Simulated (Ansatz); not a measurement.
A calculation with Ansatz 0.2.0 of Ba (native input, structure typed inline):

input.yaml

```yaml
crystal:
  lattice:
    - [-2.5065, 2.5065, 2.5065]
    - [2.5065, -2.5065, 2.5065]
    - [2.5065, 2.5065, -2.5065]
  atoms:
    - { symbol: Ba, position: [0.0, 0.0, 0.0] }
hamiltonian:
  xc: lda
  pseudopotentials: { kind: paw, xc_functional: lda, accuracy: standard }
kpoints:
  mp_grid: { grid: [5, 5, 5] }
scf:
  occupations: { method: gaussian, width: 0.05 }
  n_extra_bands: 6
output:
  forces: true
  stress: true
  eigenvalues: true
  dos: { projected: false, de: 0.05, nscf_kmesh: { grid: [8, 8, 8] } }
  write_density: true
  write_potential: true
  elf: true
  volumetric_format: npy
```

Potentials or basis: JTH PAW LDA.

Run with:

```sh
$ ansatz run input.yaml --threads 2 --pin off --max-ram 5120MiB --backend cpu --events-out ev --progress --plain --runs-dir out
```

**Question.** Write the same calculation in another form: ASE script, structure from a POSCAR.

**Answer.** As run:

The input run.py:

```python
import json

import ase.io
import numpy as np

import ansatz as az

atoms = ase.io.read("POSCAR", format="vasp")

calculation = (
    az.Crystal.from_ase(atoms)
    .calculation()
    .kpoints(5, 5, 5)
    .functional("lda")
    .pseudopotentials(kind="paw", accuracy="standard", xc_functional="lda")
    .scf(extra_bands=6)
    .occupations(method="gaussian", width=0.05)
    .density()
    .potential()
    .output_files(volumetric_format="npy")
    .electron_localization_function()
    .density_of_states(energy_step=0.05, projected=False, nscf_kmesh=(8, 8, 8))
    .forces()
    .stress()
    .band_table(publish=True)
)
outcome = calculation.run(threads=2, events_out="events.jsonl")

report = outcome.report
for line in open("events.jsonl"):
    event = json.loads(line)
    if event["event"] == "scf_iter":
        d = event["data"]
        print(f"SCF {d['iter']:3d}  HF = {d['harris_foulkes_ev']:.6f} eV  dr2 = {d['dr2_ev']:.2e} eV")
    elif event["event"] in ("relax_step", "md_step"):
        d = event["data"]
        print(f"{event['event']} {d['step']:3d}  E = {d['lagrangian_ev']:.6f} eV")
np.set_printoptions(precision=5, suppress=True, linewidth=110)
print("converged:", report["converged"], "after", report["n_iterations"], "iterations")
print(f"free energy {report['free_energy_ev']:.6f} eV, Fermi level {report['fermi_energy_ev']:.4f} eV")
for key in ("band_edges_ev", "magnetization_mub", "site_moments_mub", "site_moments_nc_mub", "forces_ev_ang",
                "stress_gpa", "kpoints_frac", "eigenvalues_ev"):
    if report.get(key) is not None:
        print(key, np.array(report[key]), sep="\n")
```

The input POSCAR:

```
Ba
1.0
   -2.5065000000      2.5065000000      2.5065000000
    2.5065000000     -2.5065000000      2.5065000000
    2.5065000000      2.5065000000     -2.5065000000
Ba
1
Direct
    0.0000000000      0.0000000000      0.0000000000
```

Potentials or basis: JTH PAW LDA.

Run with:

```bash
$ python run.py
```

Both were run:

|  | native input, structure typed inline | ASE script, structure from a POSCAR |
| --- | --- | --- |
| Pressure | -1.5 GPa | -1.5 GPa |
| Band gap on the k mesh | none (metal or under the smearing width) | none (metal or under the smearing width) |
| Density of states at the Fermi level | 1.09 states/eV per cell | 1.09 states/eV per cell |

Keys that steer only the numerical path or the files written may differ.

Caveat: this barium file gives pressures and gaps apart from those of other sets.
